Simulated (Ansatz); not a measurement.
## Stretching the linear K chain

Does stretching change the magnetism or the channel count of the linear K chain?

Program: Ansatz 0.2.0. Level of theory: DFT PBEsol, plane waves, PAW; relaxation of a chain's period, in the first sound run; inputs show where later runs differ. Results are calculated unless marked as measured.

This is a report of a sequence of runs, with most program output left out.

## 1. The structure

The cell holds 1 atom: 1 K. Cell: a = 7.500 Å, b = 7.500 Å, c = 3.776 Å, α = 90.0°, β = 90.0°, γ = 90.0°. Vacuum lies along a and b. The structure's axis is c.

## 2. Relaxing the period

Band widths follow the bond lengths, so the chain is relaxed first. The atoms and the third cell vector are free; the box across stays fixed as vacuum. Moments are seeded so that a magnetic state can form if it lies lower. A Fermi-Dirac smearing is set since the result may be a metal. The pressure printed is a third of the stress's trace over the whole box, vacuum included; only the stress along the axis is relaxed.

Contents of input.yaml:

```yaml
crystal:
  lattice:
    - [7.5, 0.0, 0.0]
    - [0.0, 7.5, 0.0]
    - [0.0, 0.0, 3.7758]
  atoms:
    - { symbol: K, position: [0.5, 0.5, 0.0], spin: 0.5 }
magnetization:
  spin_polarized: true
kpoints:
  mp_grid: { grid: [1, 1, 22] }
scf:
  occupations: { method: fermi_dirac, width: 0.05 }
hamiltonian:
  xc: pbesol
relax:
  cell: { fix: [a, b, alpha, beta, gamma] }
  max_steps: 60
```

Started as:

```sh
$ ansatz run input.yaml --threads 4 --pin off --max-ram 8192MiB --backend cpu --events-out ev --progress --plain --runs-dir out
```

The job ended after 6.2 s (4 threads of Intel Xeon 6975P-C (Granite Rapids), shared host; peak memory 0.49 GiB; 13 s of CPU time).

Relaxation path:

| step | energy less that of the first step (eV) | largest force component (eV/Å) | pressure (GPa) | volume (Å³) |
| --- | --- | --- | --- | --- |
| 1 | 0.0000 | 0.0000 | -0.19 | 212.39 |
| 2 | -0.0066 | 0.0000 | -0.20 | 214.29 |
| 3 | -0.0320 | 0.0000 | -0.27 | 224.65 |
| 4 | -0.0426 | 0.0000 | -0.32 | 235.00 |
| 5 | -0.0434 | 0.0000 | -0.34 | 238.01 |
| 6 | -0.0435 | 0.0000 | -0.34 | 239.18 |
| 7* | -0.0437 | 0.0000 | -0.34 | 239.18 |

Relaxation steps marked * repeat the geometry before them on a plane-wave basis chosen anew for their cell, so energy and pressure can jump there.

```csv
cell as run,before,after,change
c (Å),3.776,4.252,+12.6 %
```

Final coordinates:

```
K
1.0
     7.50000    0.00000    0.00000
     0.00000    7.50000    0.00000
     0.00000    0.00000    4.25204
K
1
Direct
  0.50000 0.50000 0.00000
```

Numbers from this step:

| Property | Result |
| --- | --- |
| energy at zero smearing | -1515.7707 eV |
| cell length along the wire | 4.252 Å |

The cell's length comes to 4.252 Å with no moment. That is +13 % against the start, more than a small adjustment.

The cell grew by 12.6 % in its periodic edges.

## 3. At a set period, period over the relaxed period 0.88, k-mesh 1×1×22

This step: DFT PBEsol, plane waves, PAW; channels and complex bands of a perfect chain (Ansatz 0.2.0).

The period is set to 0.88 times the relaxed one: shorter bonds widen the bands.

The cell differs from the one that the last finished run ended in (c 4.252 → 3.742 Å).

input.yaml, the sections that differ from step 2:

```yaml
crystal:
  lattice:
    - [7.5, 0.0, 0.0]
    - [0.0, 7.5, 0.0]
    - [0.0, 0.0, 3.7417970991]
  atoms:
    - { symbol: K, position: [0.5, 0.5, 0.0], spin: 0.5 }
output:
  transmission:
    e_range: [-2, 2]
    de: 0.035
    kmesh: [1, 1]
    reduced_basis: true
    leads: [[0, 0]]
  stress: true
# magnetization, kpoints, scf, hamiltonian: as in step 2
# relax: removed
```

Wall time 15 s (4 threads); peak memory 0.5 GiB; 32 s of CPU time.

This step gave:

```yaml
energy_at_zero_smearing: -1515.7209 eV
channels_at_the_energy_nearest_the_fermi_level_spin_up: 1
channels_at_the_energy_nearest_the_fermi_level_spin_down: 1
conductance_of_the_lead_as_this_run_defines_it: 1.0000 G₀
band_gap: 0 eV
```

Open channels of the lead against energy, zero at the Fermi level:

```
energy (eV)  spin up  spin down
      -2.00        0          0
      -1.90        0          0
      -1.79        0          0
      -1.69        0          0
      -1.58        0          0
      -1.48        0          0
      -1.37        0          0
      -1.23        0          0
      -1.12        0          0
      -1.02        0          0
      -0.92        0          0
      -0.81        0          0
      -0.70        1          1
      -0.60        1          1
      -0.49        1          1
      -0.39        1          1
      -0.28        1          1
      -0.18        1          1
      -0.07        1          1
      -0.01        1          1
       0.07        1          1
       0.17        1          1
       0.28        1          1
       0.38        1          1
       0.48        1          1
       0.59        1          1
       0.69        1          1
       0.80        1          1
       0.91        1          1
       1.01        1          1
       1.11        1          1
       1.22        1          1
       1.36        1          1
       1.47        1          1
       1.57        1          1
       1.68        1          1
       1.78        1          1
       1.89        1          1
       1.99        0          0
```

At the computed energy nearest the Fermi level there are 1 spin-up and 1 spin-down channels, and the thermal average gives 1.000 G₀.

## 4. The chain at a fixed length, period over the relaxed period 0.92, k-mesh 1×1×21

The period is set to 0.92 times the relaxed one: shorter bonds widen the bands.

The cell differs from the one that the last finished run ended in (c 3.742 → 3.912 Å).

input.yaml, as its differences from that of step 3:

```diff
@@ -4,3 +4,3 @@
     - [0.0, 7.5, 0.0]
-    - [0.0, 0.0, 3.7417970991]
+    - [0.0, 0.0, 3.9118787855]
   atoms:
@@ -10,3 +10,3 @@
 kpoints:
-  mp_grid: { grid: [1, 1, 22] }
+  mp_grid: { grid: [1, 1, 21] }
 scf:
```

Elapsed: 15 s, on 4 threads; peak memory 0.5 GiB; 30 s of CPU time.

At the computed energy nearest the Fermi level there are 1 spin-up and 1 spin-down channels, and the thermal average gives 1.000 G₀.

## 5. At a set period, period over the relaxed period 0.96, k-mesh 1×1×20

The period is set to 0.96 times the relaxed one: shorter bonds widen the bands.

The cell differs from the one that the last finished run ended in (c 3.912 → 4.082 Å).

input.yaml, as its differences from that of step 4:

```diff
@@ -4,3 +4,3 @@
     - [0.0, 7.5, 0.0]
-    - [0.0, 0.0, 3.9118787855]
+    - [0.0, 0.0, 4.0819604718]
   atoms:
@@ -10,3 +10,3 @@
 kpoints:
-  mp_grid: { grid: [1, 1, 21] }
+  mp_grid: { grid: [1, 1, 20] }
 scf:
```

Wall time 16 s (4 threads); peak memory 0.5 GiB; 37 s of CPU time.

At the computed energy nearest the Fermi level there are 1 spin-up and 1 spin-down channels, and the thermal average gives 1.000 G₀.

## 6. At a set period, period over the relaxed period 1, k-mesh 1×1×19

The period is set to 1.0 times the relaxed one, as the point of reference.

input.yaml, as its differences from that of step 5:

```diff
@@ -4,3 +4,3 @@
     - [0.0, 7.5, 0.0]
-    - [0.0, 0.0, 4.0819604718]
+    - [0.0, 0.0, 4.2520421581]
   atoms:
@@ -10,3 +10,3 @@
 kpoints:
-  mp_grid: { grid: [1, 1, 20] }
+  mp_grid: { grid: [1, 1, 19] }
 scf:
```

The job ended after 14 s (4 threads; peak memory 0.5 GiB; 36 s of CPU time).

At the computed energy nearest the Fermi level there are 1 spin-up and 1 spin-down channels, and the thermal average gives 1.000 G₀.

## 7. At a set period, period over the relaxed period 1.04, k-mesh 1×1×19

The period is set to 1.04 times the relaxed one: longer bonds narrow the bands.

The cell differs from the one that the last finished run ended in (c 4.252 → 4.422 Å).

input.yaml, as its differences from that of step 6:

```diff
@@ -4,3 +4,3 @@
     - [0.0, 7.5, 0.0]
-    - [0.0, 0.0, 4.2520421581]
+    - [0.0, 0.0, 4.4221238444]
   atoms:
```

Run time: 13 s. Hardware: 4 threads; peak memory 0.49 GiB; 33 s of CPU time.

At the computed energy nearest the Fermi level there are 1 spin-up and 1 spin-down channels, and the thermal average gives 1.000 G₀. The change of length costs 0.004 eV a cell and leaves no moment.

## 8. The chain at a fixed length, period over the relaxed period 1.08, k-mesh 1×1×18

The period is set to 1.08 times the relaxed one: longer bonds narrow the bands.

The cell differs from the one that the last finished run ended in (c 4.422 → 4.592 Å).

input.yaml, as its differences from that of step 7:

```diff
@@ -4,3 +4,3 @@
     - [0.0, 7.5, 0.0]
-    - [0.0, 0.0, 4.4221238444]
+    - [0.0, 0.0, 4.5922055308]
   atoms:
@@ -10,3 +10,3 @@
 kpoints:
-  mp_grid: { grid: [1, 1, 19] }
+  mp_grid: { grid: [1, 1, 18] }
 scf:
```

Elapsed: 13 s, on 4 threads; peak memory 0.52 GiB; 34 s of CPU time.

At the computed energy nearest the Fermi level there are 1 spin-up and 1 spin-down channels, and the thermal average gives 1.000 G₀. The change of length costs 0.013 eV a cell and leaves no moment.

## 9. At a set period, period over the relaxed period 1.13, k-mesh 1×1×17

The period is set to 1.13 times the relaxed one: longer bonds narrow the bands.

The cell differs from the one that the last finished run ended in (c 4.592 → 4.805 Å).

input.yaml, as its differences from that of step 8:

```diff
@@ -4,3 +4,3 @@
     - [0.0, 7.5, 0.0]
-    - [0.0, 0.0, 4.5922055308]
+    - [0.0, 0.0, 4.8048076387]
   atoms:
@@ -10,3 +10,3 @@
 kpoints:
-  mp_grid: { grid: [1, 1, 18] }
+  mp_grid: { grid: [1, 1, 17] }
 scf:
```

The job ended after 11 s (4 threads; peak memory 0.49 GiB).

Open channels of the lead against energy, zero at the Fermi level:

| energy (eV) | spin up | spin down |
| --- | --- | --- |
| -2.00 | 0 | 0 |
| -1.90 | 0 | 0 |
| -1.79 | 0 | 0 |
| -1.69 | 0 | 0 |
| -1.58 | 0 | 0 |
| -1.48 | 0 | 0 |
| -1.37 | 0 | 0 |
| -1.23 | 0 | 0 |
| -1.12 | 0 | 0 |
| -1.02 | 0 | 0 |
| -0.92 | 0 | 0 |
| -0.81 | 0 | 0 |
| -0.70 | 0 | 0 |
| -0.60 | 0 | 0 |
| -0.49 | 0 | 0 |
| -0.39 | 1 | 1 |
| -0.28 | 1 | 1 |
| -0.18 | 1 | 1 |
| -0.07 | 1 | 1 |
| -0.01 | 1 | 1 |
| 0.07 | 1 | 1 |
| 0.17 | 1 | 1 |
| 0.28 | 1 | 1 |
| 0.38 | 1 | 1 |
| 0.48 | 1 | 1 |
| 0.59 | 1 | 1 |
| 0.69 | 1 | 1 |
| 0.80 | 1 | 1 |
| 0.91 | 1 | 1 |
| 1.01 | 1 | 1 |
| 1.11 | 1 | 1 |
| 1.22 | 1 | 1 |
| 1.36 | 1 | 1 |
| 1.47 | 1 | 1 |
| 1.57 | 1 | 1 |
| 1.68 | 1 | 1 |
| 1.78 | 1 | 1 |
| 1.89 | 1 | 1 |
| 1.99 | 1 | 1 |

At the computed energy nearest the Fermi level there are 1 spin-up and 1 spin-down channels, and the thermal average gives 1.000 G₀. The change of length costs 0.032 eV a cell and leaves no moment.

## 10. At a set period, period over the relaxed period 1.2, k-mesh 1×1×16

The period is set to 1.2 times the relaxed one: longer bonds narrow the bands.

The cell differs from the one that the last finished run ended in (c 4.805 → 5.102 Å).

input.yaml, as its differences from that of step 9:

```diff
@@ -4,3 +4,3 @@
     - [0.0, 7.5, 0.0]
-    - [0.0, 0.0, 4.8048076387]
+    - [0.0, 0.0, 5.1024505897]
   atoms:
@@ -10,3 +10,3 @@
 kpoints:
-  mp_grid: { grid: [1, 1, 17] }
+  mp_grid: { grid: [1, 1, 16] }
 scf:
```

Run time: 13 s. Hardware: 4 threads; peak memory 0.5 GiB; 33 s of CPU time.

At the computed energy nearest the Fermi level there are 1 spin-up and 1 spin-down channels, and the thermal average gives 1.000 G₀. The change of length costs 0.068 eV a cell and leaves no moment.

## 11. The chain at a fixed length, period over the relaxed period 1.3, k-mesh 1×1×15

The period is set to 1.3 times the relaxed one: longer bonds narrow the bands.

The cell differs from the one that the last finished run ended in (c 5.102 → 5.528 Å).

input.yaml, as its differences from that of step 10:

```diff
@@ -4,3 +4,3 @@
     - [0.0, 7.5, 0.0]
-    - [0.0, 0.0, 5.1024505897]
+    - [0.0, 0.0, 5.5276548055]
   atoms:
@@ -10,3 +10,3 @@
 kpoints:
-  mp_grid: { grid: [1, 1, 16] }
+  mp_grid: { grid: [1, 1, 15] }
 scf:
```

It took 12 s on 4 threads; peak memory 0.5 GiB.

At the computed energy nearest the Fermi level there are 1 spin-up and 1 spin-down channels, and the thermal average gives 1.000 G₀. The change of length costs 0.125 eV a cell and leaves no moment.

## 12. Comparing the runs

Times are for 4 threads of Intel Xeon 6975P-C (Granite Rapids), shared host. Results by setting:

```csv
no.,period over the relaxed period,conductance of the lead as this run defines it (G₀),energy at zero smearing less the lowest (eV),time,memory (GiB)
1,0.88,1.0000,0.04905,15 s,0.5
2,0.92,1.0000,0.02027,15 s,0.5
3,0.96,1.0000,0.005401,16 s,0.5
4,1,1.0000,0,14 s,0.5
5,1.04,1.0000,0.003559,13 s,0.49
6,1.08,1.0000,0.01266,13 s,0.52
7,1.13,1.0000,0.03229,11 s,0.49
8,1.2,1.0000,0.06770,13 s,0.5
9,1.3,1.0000,0.1252,12 s,0.5
```

## 13. The same system on other settings: output.transmission.reduced_basis = false

This step: DFT PBEsol, plane waves, PAW; channels and complex bands of a perfect chain; changed: output.transmission.reduced_basis = false (Ansatz 0.2.0).

The atoms of the run at the relaxed period are kept and the input is varied, to see whether the result depends on it.

input.yaml, the sections that differ from step 11:

```yaml
crystal:
  lattice:
    - [7.5, 0.0, 0.0]
    - [0.0, 7.5, 0.0]
    - [0.0, 0.0, 4.2520421581]
  atoms:
    - { symbol: K, position: [0.5, 0.5, 0.0], spin: 0.5 }
kpoints:
  mp_grid: { grid: [1, 1, 19] }
output:
  transmission:
    e_range: [-2, 2]
    de: 0.035
    kmesh: [1, 1]
    reduced_basis: false
    leads: [[0, 0]]
  stress: true
# magnetization, scf, hamiltonian: as in step 11
```

Elapsed: 2 min, on 4 threads; peak memory 2.8 GiB.

This step gave:

```
energy at zero smearing : -1515.7699 eV
```

Open channels of the lead against energy, zero at the Fermi level:

```csv
energy (eV),spin up,spin down
-2.00,0,0
-1.90,0,0
-1.79,0,0
-1.69,0,0
-1.58,0,0
-1.48,0,0
-1.37,0,0
-1.23,0,0
-1.12,0,0
-1.02,0,0
-0.92,0,0
-0.81,0,0
-0.70,0,0
-0.60,1,1
-0.49,1,1
-0.39,1,1
-0.28,1,1
-0.18,1,1
-0.07,1,1
-0.01,1,1
0.07,1,1
0.17,1,1
0.28,1,1
0.38,1,1
0.48,1,1
0.59,1,1
0.69,1,1
0.80,1,1
0.91,1,1
1.01,1,1
1.11,1,1
1.22,1,1
1.36,1,1
1.47,1,1
1.57,0,0
1.68,0,0
1.78,1,1
1.89,1,1
1.99,1,1
```

It took 2 min against 14 s for the run it varies, and the conductance is 1.000 G₀ against 1.000 G₀.

The channels at the energy nearest the Fermi level, spin up, channels at the energy nearest the Fermi level, spin down and conductance of the lead as this run defines it stay within 0.2 % plus 0.001 of the run it varies.

## 14. Summary of results

| Property | Result |
| --- | --- |
| relaxed cell length | 4.252 Å |
| conductance at period × 0.88 | 1.000 G₀ |
| conductance at period × 1.0 | 1.000 G₀ |
| conductance at period × 1.13 | 1.000 G₀ |
| conductance at period × 1.3 | 1.000 G₀ |
| absolute moment at period × 0.88 | 0 μB |
| absolute moment at period × 1.0 | 0 μB |
| absolute moment at period × 1.3 | 0 μB |

No moment survives at any length. Transport is coherent and elastic here: the atoms are frozen, so scattering by vibrations plays no part. The box is narrow for bonds this long, so the chain feels its sideways images. The lead's cell of one atom keeps the chain straight and evenly spaced; a zigzag or dimerised form may lie lower.

[Logs are printed without paths, hosts, clocks, repeated set-up lines and the standing remarks that a program may print on its own settings, such as how far it seeks lower states.]

[Hosts, paths, dates, database ids (printed as entryN), source tags and the programs' standing remarks are cut or masked in the printed files.]
